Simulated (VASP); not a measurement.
# HBr (Fmmm) in VASP: single point with PBEsol

Aim: the single point of HBr with PBEsol.

Everything below comes from runs of VASP 6.6.1. Logs are shortened: lines on timing, memory, paths and dates and some standing lists are left out, and cuts for length are marked.

**1. The crystal as given**

It takes space group Fmmm (No. 69, orthorhombic). Conventional cell: a = 5.555 Å, b = 5.640 Å, c = 6.063 Å, α = 90.00°, β = 90.00°, γ = 90.00°. Around H (site symmetry mmm) lie 6 Br at 2.78 to 3.03 Å. Around Br (site symmetry mmm) lie 6 H at 2.78 to 3.03 Å.

**2. Single point, PBEsol**

File INCAR:

```
  PREC = Accurate
  ENCUT = 520
  EDIFF = 1E-6
  ISMEAR = 0
  SIGMA = 0.1
  LREAL = False
  LASPH = True
  NELM = 80
  ALGO = Normal
  ISIF = 2
  LWAVE = False
  LCHARG = True
  GGA = PS
  LELF = True
  LVHAR = True
  NBANDS = 11
```

File KPOINTS:

```
Automatic mesh
0
Gamma
  6 6 6
```

File POSCAR:

```
HBr
1.0
    0.0000000000      2.8200000000      3.0315000000
    2.7775000000      0.0000000000      3.0315000000
    2.7775000000      2.8200000000      0.0000000000
H Br
1 1
Direct
    0.0000000000      0.0000000000      0.0000000000
    0.5000000000      0.5000000000      0.5000000000
```

Potentials or basis: VASP PAW PBE potentials, release 64 (H, Br).

On the command line:

```
$ cat potpaw_PBE.64/H/POTCAR potpaw_PBE.64/Br/POTCAR > POTCAR
$ mpirun -np 1 vasp_std > vasp.out
```

OUTCAR:

```text
PREC = Accurate
   ENCUT = 520
   EDIFF = 1E-6
   ISMEAR = 0
   LREAL = False
   LASPH = True
   NELM = 80
   ISIF = 2
   GGA = PS

 ion  position               nearest neighbor table
   1  0.000  0.000  0.000-
   2  0.500  0.500  0.500-

  LATTYP: Found a face centered orthorhombic cell.
 ALAT       =     5.5550000000
 B/A-ratio  =     1.0153015302
 C/A-ratio  =     1.0914491449

  Lattice vectors:

 A1 = (   0.0000000000,   2.8200000000,   3.0315000000)
 A2 = (   2.7775000000,   0.0000000000,   3.0315000000)
 A3 = (   2.7775000000,   2.8200000000,   0.0000000000)

Analysis of symmetry for initial positions (statically):
=====================================================================
 Subroutine PRICEL returns:
 Original cell was already a primitive cell.

 Routine SETGRP: Setting up the symmetry group for a
 face centered orthorhombic supercell.

 Subroutine GETGRP returns: Found  8 space group operations
 (whereof  8 operations were pure point group operations)
 out of a pool of  8 trial point group operations.

The static configuration has the point symmetry D_2h.

Analysis of symmetry for dynamics (positions and initial velocities):
=====================================================================
 Subroutine PRICEL returns:
 Original cell was already a primitive cell.

 Routine SETGRP: Setting up the symmetry group for a
 face centered orthorhombic supercell.

 Subroutine GETGRP returns: Found  8 space group operations
 (whereof  8 operations were pure point group operations)
 out of a pool of  8 trial point group operations.

The dynamic configuration has the point symmetry D_2h.

 Subroutine INISYM returns: Found  8 space group operations
 (whereof  8 operations are pure point group operations),
 and found     1 'primitive' translations

----------------------------------------------------------------------------------------

                                     Primitive cell

  volume of cell :      47.4888

  direct lattice vectors                    reciprocal lattice vectors
     0.000000000  2.820000000  3.031500000    -0.180018002  0.177304965  0.164934851
     2.777500000  0.000000000  3.031500000     0.180018002 -0.177304965  0.164934851
     2.777500000  2.820000000  0.000000000     0.180018002  0.177304965 -0.164934851

  length of vectors
     4.140337215  4.111508057  3.958144294     0.301740015  0.301740015  0.301740015

  position of ions in fractional coordinates (direct lattice)
     0.000000000  0.000000000  0.000000000
     0.500000000  0.500000000  0.500000000

  ion indices of the primitive-cell ions
   primitive index   ion index
                 1           1
                 2           2

----------------------------------------------------------------------------------------

 KPOINTS: Automatic mesh

Automatic generation of k-mesh.
 Grid dimensions read from file:
 generate k-points for:    6    6    6

 Generating k-lattice:

  Cartesian coordinates                     Fractional coordinates (reciprocal lattice)
    -0.030003000  0.029550827  0.027489142     0.166666667  0.000000000  0.000000000
     0.030003000 -0.029550827  0.027489142     0.000000000  0.166666667  0.000000000
     0.030003000  0.029550827 -0.027489142    -0.000000000 -0.000000000  0.166666667

  Length of vectors
     0.050290002  0.050290002  0.050290002

  Shift w.r.t. Gamma in fractional coordinates (k-lattice)
     0.000000000  0.000000000  0.000000000

 Subroutine IBZKPT returns following result:
 ===========================================

 Found     46 irreducible k-points:

 Following reciprocal coordinates:
            Coordinates               Weight
  0.000000  0.000000  0.000000      1.000000
  0.166667 -0.000000 -0.000000      8.000000
  0.333333  0.000000  0.000000      8.000000
  0.500000  0.000000  0.000000      4.000000
  0.166667  0.166667  0.000000      2.000000
  0.333333  0.166667  0.000000      8.000000
[... 16 lines left out ...]
 -0.166667  0.166667  0.166667      8.000000
  0.500000  0.333333  0.166667      4.000000
 [... further k-points ...]
   k-points           NKPTS =     46   k-points in BZ     NKDIM =     46   number of bands    NBANDS=     11
   number of dos      NEDOS =    301   number of ions     NIONS =      2
   total plane-waves  NPLWV =  30720
   dimension x,y,z NGX =    32 NGY =   32 NGZ =   30
   dimension x,y,z NGXF=    64 NGYF=   64 NGZF=   60
   ions per type =               1   1
   NGX,Y,Z   is equivalent  to a cutoff of  12.85, 12.94, 12.60 a.u.
   NGXF,Y,Z  is equivalent  to a cutoff of  25.70, 25.88, 25.20 a.u.
 SYSTEM =  unknown system
   PREC   = accura    normal or accurate (medium, high low for compatibility)
   ISTART =      0    job   : 0-new  1-cont  2-samecut
   ICHARG =      2    charge: 1-file 2-atom 10-const
   ISPIN  =      1    spin polarized calculation?
   LNONCOLLINEAR =      F non collinear calculations
   LSORBIT =      F    spin-orbit coupling
   LASPH  =      T    aspherical Exc in radial PAW
   ENCUT  =  520.0 eV  38.22 Ry    6.18 a.u.   7.70  7.64  7.36*2*pi/ulx,y,z
   NELM   =     80;   NELMIN=  2; NELMDL= -5     # of ELM steps
   EDIFF  = 0.1E-05   stopping-criterion for ELM
   LREAL  =      F    real-space projection
   EDIFFG = 0.1E-04   stopping-criterion for IOM
   NSW    =      0    number of steps for IOM
   IBRION =     -1    ionic relax: 0-MD 1-quasi-New 2-CG
   NFREE  =      0    steps in history (QN), initial steepest desc. (CG)
   ISIF   =      2    stress and relaxation
   ISYM   =      2    0-nonsym 1-usesym 2-fastsym
   POTIM  = 0.5000    time-step for ionic-motion
   TEBEG  =    0.0;   TEEND  =   0.0 temperature during run
   PSTRESS=    0.0 pullay stress
   NELECT =       8.0000    total number of electrons
   NUPDOWN=      -1.0000    fix difference up-down
   EMIN   =  10.00;   EMAX   =-10.00  energy-range for DOS
   EFERMI =   0.00;   METHOD = LEGACY
   ISMEAR =     0;   SIGMA  =   0.10  broadening in eV -4-tet -1-fermi 0-gaus
   EFERMI_NEDOS =   21; number of points for ismear=-14 and -15
   IALGO  =     38    algorithm
   IMIX   =      4    mixing-type and parameters
     AMIX     =   0.40;   BMIX     =  1.00
     AMIX_MAG =   1.60;   BMIX_MAG =  1.00
  volume/ion in A,a.u.               =      23.74       160.23
  Fermi-wavevector in a.u.,A,eV,Ry     =   0.904152  1.708599 11.122628  0.817490
  Thomas-Fermi vector in A             =   2.027564
   LORBIT       =      0    0 simple, 1 ext, 2 COOP (PROOUT), +10 PAW based schemes
   GGA     = PS    functional components
   LHFCALC =     F    Hartree Fock is set to
   AEXX    =    0.0000 exact exchange contribution
   IVDW    =     0    specifies the selected vdW correction
   LEPSILON=     F    determine dielectric tensor
   LRPA    =     F    only Hartree local field effects (RPA)
 non-spin polarized calculation
 Gauss-broadening in eV      SIGMA  =   0.10
  energy-cutoff  :      520.00
  volume of cell :       47.49
 maximum number of plane-waves:      1299
   NGX = 15   NGY = 15   NGZ = 15

 number of electron       8.0000000 magnetization

 Free energy of the ion-electron system (eV)
  ---------------------------------------------------
  ext. energy  EPLUGINS =         0.00000000
  ---------------------------------------------------
  free energy    TOTEN  =        -2.81653920 eV

  energy without entropy =       -2.81241279  energy(sigma->0) =       -2.81447600

 E-fermi :  -1.9773     XC(G=0):  -7.7755

 val. band max:       -2.0276407132   @ k =   0.0000   0.0000   0.0000
 cond. band min:      -1.9470391735   @ k =   0.0000   0.0000   0.0000
 fundamental gap:      0.0806015396
 Fermi energy:        -1.9773214004

 k-point     1 :       0.0000    0.0000    0.0000
  band No.  band energies     occupation
      1     -15.3437      2.00000
      2      -2.5222      2.00000
      3      -2.0668      1.79451
      4      -2.0276      1.52330
      5      -1.9470      0.66847
      6       7.7452      0.00000
      7       8.8610      0.00000
      8       9.3999      0.00000
      9       9.5045      0.00000
     10      11.4226      0.00000
     11      11.7515      0.00000

 k-point     2 :       0.1667   -0.0000   -0.0000
  band No.  band energies     occupation
      1     -15.2627      2.00000
      2      -3.6878      2.00000
      3      -2.0737      1.82731
      4      -2.0547      1.72620
      5      -1.0157      0.00000
      6       6.9643      0.00000
      7       8.7670      0.00000
      8       9.0512      0.00000
      9       9.5800      0.00000
     10      10.5504      0.00000
     11      10.8502      0.00000

 k-point     3 :       0.3333    0.0000    0.0000
  band No.  band energies     occupation
      1     -15.0918      2.00000
      2      -4.7921      2.00000
      3      -2.2217      1.99945
      4      -2.1224      1.95985
      5      -0.2202      0.00000
      6       5.4671      0.00000
      7       8.0146      0.00000
      8       8.6662      0.00000
      9       9.9438      0.00000
     10      11.9485      0.00000
     11      12.1043      0.00000

 k-point     4 :       0.5000    0.0000    0.0000
  band No.  band energies     occupation
      1     -15.0013      2.00000
      2      -5.2220      2.00000
      3      -2.3007      2.00000
      4      -2.1456      1.98270
      5       0.0639      0.00000
      6       4.8575      0.00000
      7       7.6159      0.00000
      8       8.2239      0.00000
      9      11.1589      0.00000
     10      13.6137      0.00000
     11      14.1720      0.00000

 k-point     5 :       0.1667    0.1667    0.0000
  band No.  band energies     occupation
      1     -15.2545      2.00000
      2      -3.4210      2.00000
      3      -2.2275      1.99960
      4      -2.1787      1.99559
      5      -1.2955      0.00000
      6       7.0199      0.00000
      7       7.8861      0.00000
      8       9.9156      0.00000
      9       9.9295      0.00000
     10      10.5700      0.00000
     11      12.6256      0.00000
[... 211 lines left out ...]
 k-point    21 :       0.5000    0.1667    0.1667
  band No.  band energies     occupation
      1     -15.0105      2.00000
      2      -4.7584      2.00000
      3      -2.7257      2.00000
      4      -2.2885      1.99999
      5      -0.4141      0.00000
      6       5.7282      0.00000
      7       8.1802      0.00000
      8       8.3973      0.00000
      9      11.2560      0.00000
     10      11.8415      0.00000
     11      13.7270      0.00000

 k-point    22 :      -0.3333    0.1667    0.1667
  band No.  band energies     occupation
      1     -14.9693      2.00000
      2      -4.9539      2.00000
      3      -2.5799      2.00000
      4      -2.4113      2.00000
      5      -0.4529      0.00000
      6       5.7072      0.00000
      7       8.1542      0.00000
      8       8.5504      0.00000
      9      10.3781      0.00000
     10      13.2025      0.00000
     11      13.9880      0.00000

 k-point    23 :      -0.1667    0.1667    0.1667
  band No.  band energies     occupation
      1     -15.0813      2.00000
      2      -4.5221      2.00000
      3      -2.4284      2.00000
      4      -2.3180      2.00000
      5      -0.5199      0.00000
      6       6.4915      0.00000
      7       7.7331      0.00000
      8       8.9954      0.00000
      9       9.6565      0.00000
     10      11.1633      0.00000
     11      12.8670      0.00000

 k-point    24 :       0.5000    0.3333    0.1667
  band No.  band energies     occupation
      1     -15.0153      2.00000
      2      -4.3265      2.00000
      3      -2.8853      2.00000
      4      -2.6842      2.00000
      5      -0.7858      0.00000
      6       6.8696      0.00000
      7       7.5270      0.00000
      8       8.9762      0.00000
      9      11.5190      0.00000
     10      12.1959      0.00000
     11      14.1647      0.00000

 [... further k-points ...]

------------------------ aborting loop because EDIFF is reached ----------------------------------------

  FORCE on cell =-STRESS in cart. coord.  units (eV):
  Direction    XX          YY          ZZ          XY          YZ          ZX
  --------------------------------------------------------------------------------------
  -------------------------------------------------------------------------------------
  Total       -3.1475859     -2.7870322     -1.5791082      0.0000000      0.0000000      0.0000000
  in kB     -106.1933751    -94.0290008    -53.2760153      0.0000000      0.0000000      0.0000000
  external PRESSURE =     -84.4994637 kB  Pullay stress =       0.0000000 kB

 VOLUME and BASIS-vectors are now :
 -----------------------------------------------------------------------------
  energy-cutoff  :      520.00
  volume of cell :       47.49
      direct lattice vectors                 reciprocal lattice vectors
     0.000000000  2.820000000  3.031500000    -0.180018002  0.177304965  0.164934851
     2.777500000  0.000000000  3.031500000     0.180018002 -0.177304965  0.164934851
     2.777500000  2.820000000  0.000000000     0.180018002  0.177304965 -0.164934851

 POSITION                                       TOTAL-FORCE (eV/Angst)
 -----------------------------------------------------------------------------------
      0.00000      0.00000      0.00000         0.000000      0.000000      0.000000
      2.77750      2.82000      3.03150         0.000000     -0.000000      0.000000
 -----------------------------------------------------------------------------------
    total drift:                               -0.000000     -0.000000      0.000000

  FREE ENERGIE OF THE ION-ELECTRON SYSTEM (eV)
  ---------------------------------------------------
  free  energy   TOTEN  =        -2.8165392033 eV

  energy  without entropy=       -2.8124127892  energy(sigma->0) =       -2.81447600
```

Wall time 24 s (1 thread of Intel Xeon Platinum 8259CL at 2.50GHz (Skylake/Cascade Lake), shared host); peak memory 0.18 GiB.

Results:

- Free energy: -2.8165 eV
- Pressure: -8.4 GPa
- Band gap on the k mesh: none (metal or under the smearing width)

Levels at points of the mesh, in eV from the Fermi level:
```csv
k point,band 2,band 3,band 4,band 5,band 6,band 7
"(0.00, 0.00, 0.00)",-0.54,-0.09,-0.05,0.03,9.72,10.84
"(0.50, 0.00, 0.00)",-3.24,-0.32,-0.17,2.04,6.83,9.59
"(0.50, 0.50, 0.00)",-1.95,-0.68,-0.61,-0.53,8.36,11.13
"(0.50, 0.00, 0.50)",-1.99,-1.01,-0.61,-0.60,8.13,11.86
"(0.00, 0.50, 0.50)",-1.99,-1.01,-0.67,-0.62,8.06,12.02
```

Caveat: the PAW data sets were made with another functional, which shifts forces and pressure a little.
